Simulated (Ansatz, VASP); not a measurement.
## Cross-check of CdS (Greenockite) between VASP and Ansatz

Wanted: the spread between two codes on one cell, functional and k mesh. The cell is taken from a series of VASP runs on this material, whose earlier steps may have relaxed, scaled or displaced it; both programs get it as it stands.

Main program and level: Ansatz 0.2.0; plane waves, with VASP 6.6.1 beside it; band structure at HSE06 and band structure at r2SCAN-EpsX with an exact-exchange share of 0.139.

## (1) The starting structure

It takes space group P6_3mc (No. 186, hexagonal). The conventional cell has a = 4.150 Å, b = 4.150 Å, c = 6.737 Å, α = 90.00°, β = 90.00°, γ = 120.00°. Nearest to Cd lie 4 S at 2.53 to 2.54 Å. S has 4 Cd at 2.53 to 2.54 Å nearest. Farther neighbours and most contacts between anions are not listed.

## (2) Ansatz: band structure, HSE06

Ansatz runs on its default PAW (the set named soft_2) files.

Levels along a path test the potential and the projectors away from the mesh points.

input.yaml

```yaml
crystal:
  lattice:
    - [4.15, 0.0, 0.0]
    - [-2.075, 3.5940054257, 0.0]
    - [0.0, 0.0, 6.737]
  atoms:
    - { symbol: Cd, position: [0.6666666667, 0.3333333333, 0.5] }
    - { symbol: Cd, position: [0.3333333333, 0.6666666667, 0.0] }
    - { symbol: S, position: [0.6666666667, 0.3333333333, 0.875] }
    - { symbol: S, position: [0.3333333333, 0.6666666667, 0.375] }
hamiltonian:
  xc: { exchange: pbe, correlation: pbe, exx: { coeff: 0.25, omega: 0.2 } }
  pseudopotentials: { kind: paw }
kpoints:
  mp_grid: { grid: [4, 4, 2] }
  band_path:
    path:
      - [0.0, 0.0, 0.0]
      - [0.44444, 0.0, 0.0]
      - [0.38889, 0.22222, 0.0]
      - [0.18519, 0.18519, 0.0]
      - [0.0, 0.0, 0.11111]
      - [0.0, 0.0, 0.5]
      - [0.44444, 0.0, 0.5]
      - [0.38889, 0.22222, 0.5]
      - [0.18519, 0.18519, 0.5]
      - [0.5, 0.0, 0.38889]
      - [0.33333, 0.33333, 0.0]
      - [0.33333, 0.33333, 0.5]
    npoints: 1
scf:
  occupations: { method: gaussian, width: 0.03 }
  n_extra_bands: 8
output:
  forces: true
  stress: true
  eigenvalues: true
  write_density: true
  write_potential: true
  elf: true
  volumetric_format: npy
```

Run with:

```bash
ansatz run input.yaml --threads 4 --pin off --max-ram 9216MiB --backend cpu --events-out ev --progress --plain --runs-dir out
```

Numbers of over 12 decimals in the logs are rounded to 6 here.

What it wrote:

```text
Warning: output.stress: scf.convergence.dr2_threshold = 1e-7 eV (the SCF's general default) is looser than the 4e-10 eV advised for a printed stress (1e-10 eV for each atom of the cell: 4). What an SCF threshold leaves in a stress goes as its square root, and in the free energy as the threshold itself, and one threshold admits the most on a small cell: [figures from the program's tests cut] Set scf.convergence.dr2_threshold to 4e-10 eV or tighter. The threshold is an SCF's pass mark: one that does not reach it within its budget of iterations ends unconverged, or closes short of it on a stop that the run arms, and scf.convergence.dr2_threshold's page says what that costs each kind of run
Warning: output.stress: scf.exx.energy_threshold = 1e-6 eV is looser than the 4e-8 eV advised for a stress under a hybrid functional (1e-8 eV for each atom of the cell: 4). Every SCF of the exchange loop can meet its threshold on dr2 while the loop round them stops early: no threshold on dr2 bounds what that leaves in the stress. Set scf.exx.energy_threshold to 4e-8 eV or tighter. The threshold is the loop's pass mark: a loop that does not reach it within its budget of cycles ends unconverged, and scf.exx.energy_threshold's page has the law
scf.n_extra_bands = 8 over 26 filled bands (N_el = 52.0): the run solves 34 bands
Engine: ansatz 0.2.0, x86_64-unknown-linux-gnu
Pseudopotentials: kind: paw
Pseudopotential: Cd, paw, valence charge 20, recommended cutoff 420 eV (normal), Cd.paw.azcp
Pseudopotential: S, paw, valence charge 6, recommended cutoff 420 eV (normal), S.paw.azcp
Functional definition: unnamed
  parameter a_1 = 0.25
  parameter omega_1 = 0.2/angstrom
  exchange = pbe_x + (-a_1)*pbe_x_sr(omega_1) + a_1*exact_x_sr(omega_1)
  correlation = pbe_c
Crystal: 4 atoms, lattice volume = 100.483 Å³
Basis set: ecut = 420 eV, 1973 PW (Γ), exchange–correlation on 60×60×96 points (8 copies of the dense FFT grid, shifted against one another)
Bands: 34, of which v1, the nominal top of the filled ones, is band 26 counted from 1 (25 counted from 0)
Symmetry: 12 space group operations
Space group: P63mc (ITA 186), of the structure as read, at distance tolerance 4.6e-5 Å
k-points: 8 of 32
Non-local potential: Cd, projectors of the file, l = 0: 3, l = 1: 2, l = 2: 2, l = 3: 1
Non-local potential: S, projectors of the file, l = 0: 2, l = 1: 2, l = 2: 2
PAW form: soft (Blöchl's): semilocal exchange-correlation on the pseudo side does not see the compensation charge
PAW frozen core: Cd, regenerated for the run's functional, and the local potential with it (the file was generated under x = pbe(κ = 0.804, μ = 0.219515), c = pbe(β = 0.066725))
PAW frozen core: S, regenerated for the run's functional, and the local potential with it (the file was generated under x = pbe(κ = 0.804, μ = 0.219515), c = pbe(β = 0.066725))
PAW one-centre angular grid: Cd, 590 points (default); XC on 64 Gauss nodes
PAW one-centre angular grid: S, 110 points (default); XC on 64 Gauss nodes
Initial density: superposition of atomic densities (neutral atoms: chi_scale 0, normalization atom), corrected by the library's trained network
Initial wavefunctions: pseudopotential atomic-orbital guess
Functional: x = pbe(κ = 0.804, μ = 0.219515), c = pbe(β = 0.066725), warm-up for x = pbe(κ = 0.804, μ = 0.219515) + 0.25 (exact − pbe) at short range (hse, ω = 0.2 Å⁻¹), c = pbe(β = 0.066725)
SCF iter   1: F=—  HF=-18315.599021 eV  |F-HF|=—  |Δ(HF+E_count)|=         —  Δρ=7.90e-4  dr2=4.32e-4  ethr=1.77e-3  ⟨swp⟩=10.8  Hψ=1318  notcnv=0
preconditioner: auto → none  [insulator: Δε(μ)=1.183 eV  Ē_g=12.305 eV  σ=0.030 eV  W_gap=1.00  n_scr=22 (ndim 8)  ℏωp=22.2 eV  f_vac=0.131  D(μ)=0.00/eV (n_scr^D=0)]
iter 2 solved again at ethr=4.64e-8 eV; its pass at ethr=8.31e-7 eV (dr2=2.41e-5 eV) is discarded
SCF iter   2: F=-18315.599375 eV  HF=-18315.599286 eV  |F-HF|=8.93e-5  |Δ(HF+E_count)|=   2.65e-4  Δρ=2.12e-4  dr2=2.41e-5  ethr=4.64e-8  ⟨swp⟩=2.1  Hψ=1304  notcnv=0  defer=1
SCF 1 stopped early in 2 iterations: F = -18315.599375 eV  dr2 = 2.41e-5
  greatest PAW one-centre occupation: 1.000 electrons in one spin orbital (limit 2), on the Cd atom at site 1 (counted from 0), in its partial waves of l = 0
Initial density: handed on by an earlier stage of this run
Initial wavefunctions: those handed on with the density
Functional: x = pbe(κ = 0.804, μ = 0.219515) + 0.25 (exact − pbe) at short range (hse, ω = 0.2 Å⁻¹), c = pbe(β = 0.066725)
Exchange kernel: α = 0.2500, screened, ω = 0.2000 Å⁻¹, Wigner–Seitz truncation, v(0) = 1102.1644 eV·Å³, q-mesh 4×4×2, nearest image of the exchange supercell L = 13.47 Å, pair-density grid 20×20×30, without the augmentation charges, whose exchange is taken in its separable form by FFT convolution over the k-point mesh (sized by the pseudopotential files, 25×25×48 at the most), smooth part of the exact exchange by density-matrix convolution
Frozen-core exchange: fock
SCF iter   1: F=—  HF=-18324.374321 eV  |F-HF|=—  |Δ(HF+E_count)|=         —  Δρ=6.71e-3  dr2=3.56e-2  ethr=4.64e-7  ⟨swp⟩=7.1  Hψ=1356  notcnv=0
preconditioner: auto → none  [insulator: Δε(μ)=2.203 eV  Ē_g=14.372 eV  σ=0.030 eV  W_gap=1.00  n_scr=22 (ndim 8)  ℏωp=22.2 eV  f_vac=0.130  D(μ)=0.00/eV (n_scr^D=0)]
SCF iter   2: F=—  HF=-18324.365090 eV  |F-HF|=—  |Δ(HF+E_count)|=   9.23e-3  Δρ=2.43e-3  dr2=4.14e-3  ethr=4.64e-7  ⟨swp⟩=5.0  Hψ=911  notcnv=0
SCF iter   3: F=—  HF=-18324.378466 eV  |F-HF|=—  |Δ(HF+E_count)|=   1.34e-2  Δρ=1.65e-3  dr2=1.80e-3  ethr=4.64e-7  ⟨swp⟩=4.4  Hψ=914  notcnv=0
SCF iter   4: F=—  HF=-18324.378105 eV  |F-HF|=—  |Δ(HF+E_count)|=   3.60e-4  Δρ=4.58e-4  dr2=1.43e-4  ethr=4.64e-7  ⟨swp⟩=3.0  Hψ=627  notcnv=0
SCF iter   5: F=—  HF=-18324.378311 eV  |F-HF|=—  |Δ(HF+E_count)|=   2.06e-4  Δρ=1.97e-4  dr2=3.17e-5  ethr=2.30e-7  ⟨swp⟩=3.1  Hψ=540  notcnv=0
SCF iter   6: F=-18324.378304 eV  HF=-18324.378304 eV  |F-HF|=1.25e-7  |Δ(HF+E_count)|=   7.00e-6  Δρ=2.35e-5  dr2=2.33e-6  ethr=5.71e-8  ⟨swp⟩=3.0  Hψ=593  notcnv=0
SCF 2 stopped early in 6 iterations: F = -18324.378304 eV  dr2 = 2.33e-6
  Residual-converged pass: ⟨swp⟩=3.9  Hψ=704  notcnv=0  max |occ|·‖R‖ = 6.6e-6 eV (tolerance 6.7e-6 eV)  dr2=2.34e-6  dr2_onsite=1.02e-8  max |Δocc| = 0.0e0
  greatest PAW one-centre occupation: 1.001 electrons in one spin orbital (limit 2), on the Cd atom at site 0 (counted from 0), in its partial waves of l = 1
hybrid outer 1: dexx = +1.574e-2 eV, tail = 4.77e-5 eV
Exchange kernel: α = 0.2500, screened, ω = 0.2000 Å⁻¹, Wigner–Seitz truncation, v(0) = 1102.1644 eV·Å³, q-mesh 4×4×2, nearest image of the exchange supercell L = 13.47 Å, pair-density grid 20×20×30, without the augmentation charges, whose exchange is taken in its separable form by FFT convolution over the k-point mesh (sized by the pseudopotential files, 25×25×48 at the most), smooth part of the exact exchange by density-matrix convolution
Frozen-core exchange: fock
SCF iter   1: F=—  HF=-18324.378393 eV  |F-HF|=—  |Δ(HF+E_count)|=         —  Δρ=4.94e-5  dr2=6.60e-7  ethr=4.59e-7  ⟨swp⟩=5.0  Hψ=658  notcnv=0
preconditioner: auto → none  [insulator: Δε(μ)=2.248 eV  Ē_g=14.309 eV  σ=0.030 eV  W_gap=1.00  n_scr=22 (ndim 8)  ℏωp=22.2 eV  f_vac=0.135  D(μ)=0.00/eV (n_scr^D=0)]
SCF iter   2: F=—  HF=-18324.378392 eV  |F-HF|=—  |Δ(HF+E_count)|=   6.05e-8  Δρ=1.73e-5  dr2=1.71e-7  ethr=1.20e-9  ⟨swp⟩=3.0  Hψ=677  notcnv=0
SCF iter   3: F=—  HF=-18324.378392 eV  |F-HF|=—  |Δ(HF+E_count)|=   2.82e-8  Δρ=4.56e-6  dr2=4.35e-8  ethr=2.58e-10  ⟨swp⟩=3.0  Hψ=636  notcnv=0
SCF iter   4: F=—  HF=-18324.378393 eV  |F-HF|=—  |Δ(HF+E_count)|=   1.55e-7  Δρ=2.53e-6  dr2=9.60e-9  ethr=2.85e-11  ⟨swp⟩=4.2  Hψ=798  notcnv=0
SCF iter   5: F=-18324.378393 eV  HF=-18324.378393 eV  |F-HF|=7.93e-10  |Δ(HF+E_count)|=   2.62e-9  Δρ=1.05e-6  dr2=1.09e-9  ethr=1.52e-11  ⟨swp⟩=3.0  Hψ=544  notcnv=0
SCF 3 converged in 5 iterations: F = -18324.378393 eV  dr2 = 1.09e-9
  Residual-converged pass: ⟨swp⟩=3.0  Hψ=602  notcnv=0  max |occ|·‖R‖ = 5.5e-7 eV (tolerance 6.3e-7 eV)  dr2=1.11e-9  dr2_onsite=8.11e-11  max |Δocc| = 0.0e0
hybrid outer 2: dexx = +4.237e-7 eV, tail = 4.27e-8 eV, Δε = 2.79e-3 eV (about 9.80e-5 eV left of the loop's levels), ΔF = 4.58e-4 eV/Å (tail 2.29e-4)
NSCF: frozen V_eff on 12 k-points
hybrid SCF converged: 2 outer / 11 inner (+2 warm-up), last move |dexx| = 4.24e-7 eV, tail = 4.27e-8 eV
Stability not checked: this state was not tested for a lower state beside it, because the functional holds exact exchange (a hybrid, or Hartree-Fock), whose exchange loop this test does not read (fock_operator; see scf.lower_state_search)
Free energy (F): -18324.378393 eV
Frozen-core exchange: fock
Harris-Foulkes:  -18324.378393 eV  (|F-HF|=7.93e-10)
Internal energy: -18324.378393 eV  (E = F + TS)
E sigma→0 (E₀):  -18324.378393 eV
Fermi energy:    7.203654 eV
--- Per-component energies (eV) ---
  E_band       = -1148.486370
  E_kinetic    = 1225.200793
  E_local      = -8080.067900  (includes V_loc(G=0)·N_el)
  E_nonlocal   = 125.777437
  E_hartree    = 3714.641111
  E_xc         = -437.239857
  E_vxc        = -490.601381  (∫ρ·V_xc dr)
  E_exx        = -200.140001  (= α·E_x^exact, valence–valence)
  E_paw        = -9288.766793  (= ΣΔE_a)
  E_vpaw       = -957.802610  (= ΣTr[D̂ρ^β])
  E_aug_tail   = 0.000032  (compensation charges beyond the density's cutoff)
  E_ewald      = -5382.392226
  E_core_change = -1.390987  (= ΣΔE_core)
  E_smearing   = -0.000000  (= −TS)
  E_closure    = -0.000001  (closes the sum)
  Σ components = -18324.378393   (vs F -18324.378393, Δ=0.00e0)
--- Forces (eV/Å), atoms counted from 1 ---
  atom   1  Cd     0.00000000    -0.00000000    -0.06181202
  atom   2  Cd    -0.00000000     0.00000000    -0.06181202
  atom   3  S      0.00000000    -0.00000000     0.06181051
  atom   4  S     -0.00000000     0.00000000     0.06181051
  max |Σ_I F_I| component: 3.02e-6 eV/Å
--- Stress (GPa, compression-positive) ---
        0.830722       0.000000      -0.000000
        0.000000       0.830722       0.000000
       -0.000000       0.000000       1.207921
  P = ⅓ Tr σ = 0.9565 GPa (9.565 kbar)
--- Band table (eV; the first three rows and the last of 8) ---
  k-point 0: bands = [... 22 lower, 5.2653, 6.0394, 6.0795, 6.0795, 8.3275, 9.9846, 13.7294, 13.7294, ... 4 higher]
  k-point 1: bands = [... 22 lower, 5.6586, 5.6586, 5.6586, 5.6586, 10.0249, 10.0249, 13.4165, 13.4165, ... 4 higher]
  k-point 2: bands = [... 22 lower, 4.0918, 4.6383, 5.5604, 5.6885, 10.1333, 11.2336, 12.7086, 13.6309, ... 4 higher]
  k-point 7: bands = [... 22 lower, 3.9568, 3.9568, 4.8381, 4.8381, 11.4869, 11.4869, 13.0954, 13.0954, ... 4 higher]
```

It took 23 s on 4 threads of Intel Xeon Platinum 8559C (Emerald Rapids), shared host; peak memory 0.96 GiB.

The column dr2 measures how far the density is from self-consistency, as an energy; F and HF (Harris–Foulkes) agree once it is small.

[end of part 1 of 2]

[Lines on the potential files, build, host, timing and source positions are cut from VASP's logs without a mark.]

[Logs are printed without paths, hosts, clocks, repeated set-up lines and the standing remarks that a program may print on its own settings, such as how far it seeks lower states.]

[Hosts, paths, dates, database ids (printed as entryN), source tags and the programs' standing remarks are cut or masked in the printed files.]
